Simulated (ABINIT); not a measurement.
Here is an ABINIT 10.8.3 (patched build) calculation.

File run.abi:

```
# Pseudopotentials
pp_dirpath "./"
pseudos "Ba.upf, Ti.upf, O.upf"

# Structure
acell 7.464211484 7.464211484 7.4642114754
rprim
     0.7066638402     0.4079925591     0.5780729095
    -0.7066638402     0.4079925591     0.5780729095
     0.0000000000    -0.8159851166     0.5780729102
ntypat 3
znucl 56 22 8
natom 5
typat 1 2 3 3 3
xred
    -0.0008938700    -0.0008938700    -0.0008938700
     0.4899670600     0.4899670600     0.4899670600
     0.5085429400     0.0130409400     0.5085429400
     0.0130409400     0.5085429400     0.5085429400
     0.5085429400     0.5085429400     0.0130409400
chkprim 0
chksymtnons 0
tolsym 1.0e-6

# Plane-wave basis
ecut 1251.723767 eV

# k points
kptopt 1
ngkpt 5 5 5
nshiftk 1
shiftk 0.0 0.0 0.0

# Exchange and correlation
ixc 7

# Bands and occupations
nband 24
occopt 3
tsmear 0.00183747

# SCF cycle
nstep 100
tolvrs 1.0e-10

# Output
iomode 3
prtwf 0
prtden 0
prteig 0
prtebands 0
prtvol 2
```

Potentials or basis: PseudoDojo NC SR LDA v0.4 stringent.

Launch:

```console
$ mpirun --bind-to none -np 4 abinit run.abi > log 2>&1
```

(1) What does it give for the band gap on the k mesh?

(2) Estimate the pressure.

Answers

(1) 2.28 eV, indirect (least direct gap 2.39 eV).

(2) 0.0 GPa.

Caveat: spin-orbit coupling is left out, which moves the levels of the heavy elements; an odd mesh through Γ misses points on the zone boundary, where band edges often lie.
